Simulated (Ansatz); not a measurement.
System: α-quartz-type GeO₂ (metastable phase). Method: r²SCAN-D4 in Ansatz (PAW).

Run with plane-wave cutoff 500 eV, 12×12×6 k mesh (along the axes of the cell as run), gaussian smearing 0.02 eV, scalar-relativistic PAW data made under PBE.

Computed at the level's own relaxed cell.

### Question
Predict the equilibrium volume per atom, lattice constant a, c axis length and band gap.

### Answer

- equilibrium volume per atom: 13.32 Å³/atom
- lattice constant a: 4.946 Å
- c axis length: 5.656 Å
- band gap: 4.25 eV (on the SCF k mesh)

Measured, for comparison: lattice constant a 4.987 Å, lattice parameter c 5.652 Å (temperature not stated, no zero-point or thermal correction; as tabulated in Saito and Ono (2011), arXiv:1008.4998). Computed (rounded) less measured: lattice constant a -0.8 %, lattice parameter c +0.1 %. A static lattice is as a rule a little smaller and stiffer than an uncorrected measurement, which can account for part of this.

Spin–orbit coupling is not included.

Computed values are for the static lattice.

Ansatz is an electronic-structure program.
